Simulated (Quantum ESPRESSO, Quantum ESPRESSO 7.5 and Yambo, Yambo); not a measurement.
**GaAs (F-43m): Bethe-Salpeter spectra with Yambo**

How far does the k mesh set the exciton binding of GaAs (F-43m)?

Method: PBE and many-body steps on it, plane waves, in Quantum ESPRESSO 7.5 and Yambo 5.3.0.

**1. The starting structure**

It takes space group F-43m (No. 216, cubic). Conventional cell: a = 5.654 Å, b = 5.654 Å, c = 5.654 Å, α = 90.00°, β = 90.00°, γ = 90.00°. Ga has 4 As at 2.45 Å nearest. As has 4 Ga at 2.45 Å nearest. Farther neighbours are not listed.

The cell and positions come from the Crystallography Open Database and are kept as given unless a step says otherwise.

**2. Empty states on the mesh, 4×4×4 mesh, 88 bands**

This step: Quantum ESPRESSO 7.5; DFT, PBE, plane waves, norm-conserving pseudopotentials.

The sums over transitions need many empty states on a uniform mesh; this step solves for them.

File pw.in:

```
&control
  calculation = 'nscf'
  prefix = 'x'
  outdir = 'o'
  pseudo_dir = 'pseudo'
/
&system
  ibrav = 0
  nat = 2
  ntyp = 2
  ecutwfc = 104.0
  nbnd = 88
  force_symmorphic = .true.
/
&electrons
  conv_thr = 1e-9
  electron_maxstep = 80
  diago_full_acc = .true.
  diago_thr_init = 5e-6
/
ATOMIC_SPECIES
  Ga 69.723 Ga.upf
  As 74.922 As.upf
CELL_PARAMETERS angstrom
  0.0000000000 2.8268500000 2.8268500000
  2.8268500000 0.0000000000 2.8268500000
  2.8268500000 2.8268500000 -0.0000000000
ATOMIC_POSITIONS crystal
  Ga 0.0000000000 0.0000000000 0.0000000000
  As 0.2500000000 0.2500000000 0.2500000000
K_POINTS automatic
  4 4 4 0 0 0
```

On the command line:

```sh
$ OMP_NUM_THREADS=1 mpirun -n 8 pw.x -nk 4 -in pw.in > pw.out
```

Output:

```text
Program PWSCF v.7.5 starts

     This program is part of the open-source Quantum ESPRESSO suite
     for quantum simulation of materials; please cite
         "P. Giannozzi et al., J. Phys.:Condens. Matter 21 395502 (2009);
         "P. Giannozzi et al., J. Phys.:Condens. Matter 29 465901 (2017);
         "P. Giannozzi et al., J. Chem. Phys. 152 154105 (2020);
     in publications or presentations arising from this work. More details at

     Atomic positions and unit cell read from directory:
     o/x.save/

     Message from routine setup:
[...]
-174.9302-133.8473-118.3121-118.3121-118.3121 -84.5717 -84.5717 -84.5717
[...]
66.3909  66.3909  66.8454  68.4226  68.4226  68.6866  68.6866  68.7091
    69.8446  70.4536  72.9322  72.9322  73.2382  73.2382  73.7340  74.2125

          k = 0.3536 0.0000 0.0000 (  5457 PWs)   bands (ev):

     [... further k-points ...]

     highest occupied, lowest unoccupied level (ev):     9.8275   10.3456

     XML data file, pseudopotentials, collected wavefunctions

=------------------------------------------------------------------------------=
   JOB DONE.
=------------------------------------------------------------------------------=
```

The job ended after 3.9 s (8 MPI ranks of AMD EPYC 7R43, shared host; peak memory 0.61 GiB; 28 s of CPU time).

This step gave:

```
gap                                                           : 0.5181 eV
k of the valence top                                          : 0, 0, 0
k of the conduction bottom                                    : 0, 0, 0
least direct gap                                              : 0.5181 eV
k points computed                                             : 8
lowest point of the top converged band, above the valence top : 64.3850 eV
```

On this mesh the gap is 0.518 eV.

The density comes from a self-consistent run that is not shown.

**3. Conversion and set-up**

This step: Yambo 5.3.0; conversion and set-up on PBE, plane waves, norm-conserving pseudopotentials.

The states are converted to the many-body program's format and the q mesh is built.

On the command line:

```sh
$ (cd o/x.save; p2y > p2y.log; mv SAVE ../..); yambo > setup.log
```

Output:

```text
 Yambo, version 5.3.0

 [02] CORE Variables Setup
 =========================

  [02.01] Unit cells
  ==================

  Cell kind             :  FCC
  Atoms in the cell     :  Ga  As
  number of Ga atoms    :  1
  number of As atoms    :  1

  List of atomic masses
  Mass of Ga    :  69.72300
  Mass of As    :  74.92200

  List of atomic coordinates    : [cc]
  Ga1       :  0.000000  0.000000  0.000000  order 1
  As1       :  2.670986  2.670986  2.670986  order 2

  Alat factors          :  5.341972  5.341972  5.341972 [a.u.]
  Direct lattice volume :  304.8842 [a.u.]
[...]
==========================================

 IBZ Q-points                                      :   8
 BZ  Q-points                                      :   64

 K/Q-points units:
 rlu = crystal or reduced units; cc = cartesian coordinates; iku = interal k-units

 Q [1]          [rlu]:  0.000000  0.000000  0.000000
 Q [2]          [rlu]: -0.91587E-18 -0.91587E-18  0.25000
 Q [3]          [rlu]:  0.18317E-17  0.18317E-17 -0.50000
[...]
Q [7]          [rlu]: -0.52231E-17 -0.50000     -0.50000
 Q [8]          [rlu]:  0.250000 -0.500000 -0.250000

  [03.01] X indexes
  =================

   [03.01.01] Sigma indexes
   ========================

 [06] Game Over & Game summary
```

Run time: 4 s. Hardware: 1 MPI rank; peak memory 0.25 GiB.

**4. Screening and self-energy, 4×4×4 mesh, 88 bands, screening to 129.3 eV**

G0W0 replaces the xc potential by the self-energy, built once from these orbitals. Only a window of levels is corrected, while the sums run over the empty bands that the input names.

This step: G0W0 on PBE, plane waves, norm-conserving pseudopotentials.

File gw1.in:

```
HF_and_locXC
gw0
dyson
ppa
em1d
rim_cut
RandQpts= 1000000
RandGvec= 1 RL
EXXRLvcs= 104 Ry
VXCRLvcs= 416 Ry
Chimod= "HARTREE"
% BndsRnXp
 1 | 88 |
%
NGsBlkXp= 9.5 Ry
% LongDrXp
 1 | 1 | 1 |
%
% GbndRnge
 1 | 88 |
%
DysSolver= "n"
ExtendOut
PPAPntXp= 27.21138 eV
% QPkrange
 1 | 1 | 21 | 24 |
%
```

On the command line:

```sh
$ OMP_NUM_THREADS=1 mpirun -n 8 yambo -F gw1.in -J gw1 -C gw1 > gw1.log
```

Output:

```text
 Yambo, version 5.3.0

 [02] CORE Variables Setup
 =========================

  [... cell, symmetries and grids as in the set-up ...]

  [02.05] Energies & Occupations
  ==============================

  [X] === General ===
  [X] Electronic Temperature                        :  0.000000  0.000000 [eV K]
  [X] Bosonic    Temperature                        :  0.000000  0.000000 [eV K]
  [X] Finite Temperature mode                       : no
  [X] El. density                                   :  0.97390E+24 [cm-3]
[...]
Sx RL components                                 :   5601

   QP @ state[ 1 ] K range                          :  1  1
   QP @ state[ 1 ] b range                          :  21  24
   GF energies kind                                 : Perdew, Burke & Ernzerhof(X)+Perdew, Burke & Ernzerhof(C)
   GF WF`s kind                                     : Perdew, Burke & Ernzerhof(X)+Perdew, Burke & Ernzerhof(C)
   Xs energies kind                                 : Perdew, Burke & Ernzerhof(X)+Perdew, Burke & Ernzerhof(C)
   Xs WF`s kind                                     : Perdew, Burke & Ernzerhof(X)+Perdew, Burke & Ernzerhof(C)

 [11] Game Over & Game summary
```

It took 53 s on 8 MPI ranks; peak memory 4.3 GiB.

This step gave:

```yaml
g0w0_gap_on_the_points_computed: 1.195 eV
starting_gap_on_the_mesh: 0.5181 eV
k_of_the_valence_top: 0, 0, 0
k_of_the_conduction_bottom: 0, 0, 0
least_direct_g0w0_gap_on_the_computed_points: 1.195 eV
```

The gap on the mesh goes from 0.52 eV to 1.20 eV, a correction of +0.68 eV.

The gap opens by 0.677 eV; the next steps shift the empty bands rigidly by 0.677 eV.

**5. Empty states on the mesh, 4×4×4 mesh, 32 bands**

This step: Quantum ESPRESSO 7.5; DFT, PBE, plane waves, norm-conserving pseudopotentials.

Edit pw.in of step 2 so:

```diff
@@ -11,3 +11,3 @@
   ecutwfc = 104.0
-  nbnd = 88
+  nbnd = 32
   force_symmorphic = .true.
```

On the command line:

```sh
$ OMP_NUM_THREADS=1 mpirun -n 8 pw.x -nk 4 -in pw.in > pw.out
```

Output:

```text
[banner, memory and clock lines left out]
Program PWSCF v.7.5 starts

     Atomic positions and unit cell read from directory:
     o/x.save/

     Message from routine setup:
     using ibrav=0 with symmetry is DISCOURAGED, use correct ibrav instead

     bravais-lattice index     =            0
     lattice parameter (alat)  =       7.5547  a.u.
     unit-cell volume          =     304.8842 (a.u.)^3
     number of atoms/cell      =            2
     number of atomic types    =            2
     number of electrons       =        44.00
[...]
k = 0.1768 0.1768-0.1768 (  5459 PWs)   bands (ev):

  -174.9302-133.8473-118.3121-118.3121-118.3121 -84.5717 -84.5717 -84.5717
[...]
k =-0.3536-0.3536 0.3536 (  5444 PWs)   bands (ev):

  -174.9302-133.8473-118.3121-118.3121-118.3121 -84.5717 -84.5717 -84.5717
[...]
-4.8856  -4.8856  -1.1350   3.1931   8.6866   8.6866  10.8304  14.4709
    14.4709  17.5915  20.2384  21.7453  21.7453  22.3569  22.9998  22.9998

          k = 0.3536 0.0000 0.0000 (  5457 PWs)   bands (ev):

     [... further k-points ...]

     highest occupied, lowest unoccupied level (ev):     9.8275   10.3456

     XML data file, pseudopotentials, collected wavefunctions
```

The job ended after 1.8 s (8 MPI ranks; peak memory 0.05 GiB; 12 s of CPU time).

This step gave:

* gap: 0.5181 eV
* k of the valence top: 0, 0, 0
* k of the conduction bottom: 0, 0, 0
* least direct gap: 0.5181 eV
* k points computed: 8
* lowest point of the top converged band, above the valence top: 11.57 eV

On this mesh the gap is 0.518 eV.

**6. Conversion and set-up**

This step: Yambo 5.3.0; conversion and set-up on PBE, plane waves, norm-conserving pseudopotentials.

On the command line:

```sh
$ (cd o/x.save; p2y > p2y.log; mv SAVE ../..); yambo > setup.log
```

Output:

```text
 Yambo, version 5.3.0

 [02] CORE Variables Setup
 =========================

  [02.01] Unit cells
  ==================

  Cell kind             :  FCC
  Atoms in the cell     :  Ga  As
  number of Ga atoms    :  1
  number of As atoms    :  1

  List of atomic masses
  Mass of Ga    :  69.72300
  Mass of As    :  74.92200

  List of atomic coordinates    : [cc]
  Ga1       :  0.000000  0.000000  0.000000  order 1
  As1       :  2.670986  2.670986  2.670986  order 2

  Alat factors          :  5.341972  5.341972  5.341972 [a.u.]
  Direct lattice volume :  304.8842 [a.u.]
[...]
==========================================

 IBZ Q-points                                      :   8
 BZ  Q-points                                      :   64

 K/Q-points units:
 rlu = crystal or reduced units; cc = cartesian coordinates; iku = interal k-units

 Q [1]          [rlu]:  0.000000  0.000000  0.000000
 Q [2]          [rlu]: -0.91587E-18 -0.91587E-18  0.25000
 Q [3]          [rlu]:  0.18317E-17  0.18317E-17 -0.50000
[...]
Q [7]          [rlu]: -0.52231E-17 -0.50000     -0.50000
 Q [8]          [rlu]:  0.250000 -0.500000 -0.250000

  [03.01] X indexes
  =================

   [03.01.01] Sigma indexes
   ========================

 [06] Game Over & Game summary
```

It took 3.9 s on 1 MPI rank; peak memory 0.25 GiB.

(Continued in part 2 of 4.)

[Paths, hosts, dates, memory and timing lines, banners, echoed tables and standing remarks are left out of the program output.]

[Logs are printed without paths, hosts, clocks, repeated set-up lines and the standing remarks that a program may print on its own settings, such as how far it seeks lower states.]

[Runs of the session that timed out or met a known fault of the program may be left out.]

[Hosts, paths, dates, database ids (printed as entryN), source tags and the programs' standing remarks are cut or masked in the printed files.]
